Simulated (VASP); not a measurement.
Write the native input for VASP 6.6.1 that does the following.

* Task: relaxation of cell and atoms
* Functional: optB86b-vdW
* Potentials or basis: VASP PAW PBE potentials, release 64 (Ta_pv, S)
* Cutoff: 600 eV
* k mesh: 15 × 15 × 6
* Occupations: methfessel-paxton, width 0.1 eV
* Spin: no spin polarisation
* Further INCAR settings: ALGO = Normal; EDIFF = 1e-07; IBRION = 2; EDIFFG = -0.005; NSW = 90; ISIF = 3

The structure of TaS2 lies in POSCAR:

```
TaS2                                    
1.0
    3.3481842684     -0.0000000000      0.0000000000
   -1.6740921342      2.8996126330      0.0000000000
    0.0000000000     -0.0000000000      5.9175276155
  Ta              S             
     1     2
Direct
     0.0000000000000000    0.0000000000000000    1.0000000000000000
     0.3333333332999970    0.6666666667000030    0.2611373386649889
     0.6666666667000030    0.3333333332999970    0.7388626613350109
```

These files were run (other wordings do the same):

INCAR

```
SYSTEM = TaS2
  PREC = Accurate
  ENCUT = 600
  EDIFF = 1E-7
  ISMEAR = 1
  SIGMA = 0.1
  LREAL = .False.
  LASPH = .True.
  NELM = 80
  ALGO = Normal
  ISIF = 3
  LWAVE = .False.
  LCHARG = .False.
  GGA = MK
  LUSE_VDW = .True.
  AGGAC = 0.0
  PARAM1 = 0.1234
  PARAM2 = 1.0
  IBRION = 2
  NSW = 90
  EDIFFG = -0.005
```

KPOINTS

```
Automatic mesh
0
Gamma
  15 15 6
  0 0 0
```

Potentials or basis: VASP PAW PBE potentials, release 64 (Ta_pv, S).

Launch:

```sh
$ cat potpaw_PBE.64/Ta_pv/POTCAR potpaw_PBE.64/S/POTCAR > POTCAR
$ mpirun -np 1 vasp_std > vasp.out
```

Results of the run:

```
Pressure after relaxing      : 0.0 GPa
Largest force after relaxing : 0.004 eV/Å
Band gap on the k mesh       : none (metal or under the smearing width)
```

Caveat: the relaxation stopped at its first step, so nothing moved; the PAW data sets were made with another functional, which shifts forces and pressure a little.

Wall time 2.4 min on 1 thread of Intel(R) Xeon(R) 6975P-C (Granite Rapids), on a shared host, peak memory 0.53 GiB.
